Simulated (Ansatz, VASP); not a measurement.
## AgCl (Chlorargyrite) in VASP and in Ansatz

File INCAR:

```
PREC = Accurate
ENCUT = 520
EDIFF = 1E-7
ISMEAR = 0
SIGMA = 0.02
LREAL = F
LASPH = T
NELM = 80
ALGO = Normal
ISIF = 2
LWAVE = F
LCHARG = F
GGA = PS
NBANDS = 16
```

KPOINTS

```
regular mesh
0
Gamma
  6 6 6
```

The input POSCAR:

```
AgCl
1.0
    0.0000000000      2.7237608988      2.7237608988
    2.7237608988      0.0000000000      2.7237608988
    2.7237608988      2.7237608988      0.0000000000
Ag Cl
1 1
Direct
    0.0000000000      0.0000000000      0.0000000000
    0.5000000000      0.5000000000      0.5000000000
```

Input for Ansatz:

```yaml
crystal:
  lattice:
    - [0.0, 2.7237608988, 2.7237608988]
    - [2.7237608988, 0.0, 2.7237608988]
    - [2.7237608988, 2.7237608988, 0.0]
  atoms:
    - { symbol: Ag, position: [0.0, 0.0, 0.0] }
    - { symbol: Cl, position: [0.5, 0.5, 0.5] }
basis:
  ecutwfc: 420
kpoints:
  mp_grid: { grid: [6, 6, 6] }
  band_path:
    path:
      - [0.0, 0.0, 0.0]
      - [0.5, 0.0, 0.5]
      - [0.625, 0.25, 0.625]
      - [0.375, 0.375, 0.75]
      - [0.5, 0.5, 0.5]
      - [0.5, 0.25, 0.75]
      - [0.0, 0.0, 0.5]
    npoints: 1
hamiltonian:
  xc: pbesol
scf:
  occupations: { method: gaussian, width: 0.02 }
  n_extra_bands: 4
output:
  forces: true
  stress: true
  eigenvalues: true
```

Alike in both runs: task single point; functional PBEsol; k mesh 6 × 6 × 6; occupations gaussian, width 0.02 eV; no spin polarisation.

```csv
,VASP,Ansatz
version,VASP 6.6.1,Ansatz 0.2.0
potentials or method,"VASP PAW PBE potentials, release 64 (Ag, Cl)","scalar-relativistic, plane waves, PAW"
plane-wave cutoff (eV),520,420
valence electrons in the cell,18,26
```

Ansatz gave:

```
gap on the k mesh at the Fermi level (eV) : 0.72
least direct gap on the mesh (eV)         : 3.28
pressure (GPa)                            : 0.0
```

Problem. Which values does VASP return?

Solution. gap on the k mesh at the Fermi level (eV): 0.72; least direct gap on the mesh (eV): 3.28; pressure (GPa): -0.1.

The two sets of potentials don't hold the same shells in valence.

Caveats: the PAW data sets were made with another functional, which shifts forces and pressure a little (VASP). A k mesh can miss the band edges.
